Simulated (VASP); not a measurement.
Here is a VASP 6.6.1 calculation.

Contents of POSCAR:

```
TiSe2
1.0
    3.5360000000      0.0000000000      0.0000000000
   -1.7680000000      3.0622658278      0.0000000000
    0.0000000000      0.0000000000      6.0040000000
Ti Se
1 2
Direct
    0.0000000000      0.0000000000      0.0000000000
    0.3333333333      0.6666666667      0.2552000000
    0.6666666667      0.3333333333      0.7448000000
```

Contents of INCAR.step1:

```
SYSTEM = TiSe2
PREC     = Accurate       ! precision mode
ENCUT    = 520            ! plane-wave cutoff, eV
EDIFF    = 1E-5           ! SCF threshold, eV
ISMEAR   = 0              ! smearing method
SIGMA    = 0.02           ! smearing width, eV
LREAL    = .False.        ! projectors in reciprocal space
LASPH    = .True.         ! aspherical terms in the spheres
NELM     = 60             ! most SCF steps
ALGO     = Normal         ! electronic algorithm
ISIF     = 2              ! what is computed and relaxed
LWAVE    = .True.         ! write WAVECAR
LCHARG   = .False.        ! write CHGCAR
NBANDS   = 19             ! bands
GGA      = PE             ! functional
```

INCAR.step2

```
SYSTEM = TiSe2
PREC     = Accurate       ! precision mode
ENCUT    = 520            ! plane-wave cutoff, eV
EDIFF    = 1E-6           ! SCF threshold, eV
ISMEAR   = 0              ! smearing method
SIGMA    = 0.02           ! smearing width, eV
LREAL    = .False.        ! projectors in reciprocal space
LASPH    = .True.         ! aspherical terms in the spheres
NELM     = 60             ! most SCF steps
ALGO     = Normal         ! electronic algorithm
ISIF     = 2              ! what is computed and relaxed
LWAVE    = .False.        ! write WAVECAR
LCHARG   = .False.        ! write CHGCAR
GGA      = PE             ! functional
LHFCALC  = .True.         ! exact exchange
HFSCREEN = 0.2            ! screening, 1/A
PRECFOCK = Fast         
NBANDS   = 19             ! bands
ISTART   = 1
```

Contents of KPOINTS:

```
regular mesh
0
Gamma
  4 4 2
  0 0 0
```

Potentials or basis: VASP PAW PBE potentials, release 64 (Ti_sv, Se).

Launch:

```sh
$ cat potpaw_PBE.64/Ti_sv/POTCAR potpaw_PBE.64/Se/POTCAR > POTCAR
$ cp INCAR.step1 INCAR
$ mpirun -np 1 vasp_std > vasp.out
$ cp INCAR.step2 INCAR
$ mpirun -np 1 vasp_std > vasp.out
```

What does it give for the pressure?

0.0 GPa.

Estimate the band gap on the k mesh.

none (metal or under the smearing width).

Estimate the largest force.

0.252 eV/Å.

Forces on the atoms (eV/Å):
```
Ti   0.000  0.000  0.000
Se   0.000  0.000 -0.252
Se   0.000  0.000  0.252
```

Caveat: the k mesh is coarse (spacing up to 0.52 Å⁻¹), so the values aren't converged, least of all with exact exchange; the PAW data sets were made with another functional, which shifts forces and pressure a little; this functional lacks dispersion, which binds the layers, so the pressure and a relaxed spacing across them are unreliable.
